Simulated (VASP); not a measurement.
## A VASP 6.6.1 single-point calculation on LiBr

INCAR

```
SIGMA = 0.02
GGA = PE
ENCUT = 400
PREC = Accurate
LWAVE = .FALSE.
NELM = 120
NBANDS = 12
NSW = 0
ISMEAR = -1
ISIF = 2
LCHARG = .FALSE.
LASPH = .TRUE.
IBRION = -1
EDIFF = 1E-7
LREAL = .FALSE.
```

KPOINTS

```
KPOINTS created by Atomic Simulation Environment
0
Gamma
8 8 8
0 0 0
```

POSCAR

```
Li Br
 1.0000000000000000
     0.0000000000000000    2.7201141349000002    2.7395650468000001
     2.7201141349000002    0.0000000000000000    2.7395650468000001
     2.7201141349000002    2.7201141349000002    0.0000000000000000
 Li  Br
   1   1
Cartesian
  0.0000000000000000  0.0000000000000000  0.0000000000000000
  2.7201141349000002  2.7201141349000002  2.7395650468000001
```

The recommended PBE PAW datasets give the neutral cell 10 valence electrons.

Command

```
mpirun -np 1 vasp_std
```

Task: How does this run end, and what does it give?

Result: It converged. Results: gap between bands v and c on the k mesh 5.16 eV; least direct gap on the k mesh 5.16 eV; pressure 0.0 GPa. Band v is the last that the valence electrons fill when counted band by band, and c is the next.

OSZICAR

```
N       E                     dE             d eps       ncg     rms          rms(c)
DAV:   1     0.355547415374E+02    0.35555E+02   -0.32177E+03  1416   0.616E+02
DAV:   2    -0.453854288613E+01   -0.40093E+02   -0.38321E+02  1728   0.124E+02
DAV:   3    -0.665821441152E+01   -0.21197E+01   -0.21147E+01  1852   0.294E+01
DAV:   4    -0.671438164785E+01   -0.56167E-01   -0.56156E-01  1908   0.474E+00
DAV:   5    -0.671517314349E+01   -0.79150E-03   -0.79149E-03  1880   0.515E-01    0.205E+00
DAV:   6    -0.667899837311E+01    0.36175E-01   -0.61598E-02  1768   0.118E+00    0.125E+00
DAV:   7    -0.668320698769E+01   -0.42086E-02   -0.40625E-02  1948   0.102E+00    0.442E-01
DAV:   8    -0.668546673189E+01   -0.22597E-02   -0.43472E-03  1696   0.399E-01    0.573E-02
DAV:   9    -0.668546502303E+01    0.17089E-05   -0.12373E-04  1692   0.766E-02    0.235E-02
DAV:  10    -0.668548384731E+01   -0.18824E-04   -0.46105E-05  1656   0.440E-02    0.118E-02
DAV:  11    -0.668548920949E+01   -0.53622E-05   -0.52162E-06  1788   0.137E-02    0.444E-03
DAV:  12    -0.668548938828E+01   -0.17879E-06   -0.28303E-07  1728   0.364E-03    0.220E-03
DAV:  13    -0.668548864960E+01    0.73869E-06   -0.12910E-07  1136   0.191E-03    0.308E-04
DAV:  14    -0.668548876073E+01   -0.11113E-06   -0.69934E-09   852   0.628E-04    0.904E-05
DAV:  15    -0.668548877773E+01   -0.17005E-07   -0.80672E-10   872   0.199E-04
   1 F= -.66854888E+01 E0= -.66854888E+01  d E =-.183484E-12
```

These settings aren't sound, so the numbers aren't properties of the crystal.

On sound settings PBE gives a gap of 5.05 eV on its mesh and a pressure of 0.8 GPa for the intended cell.
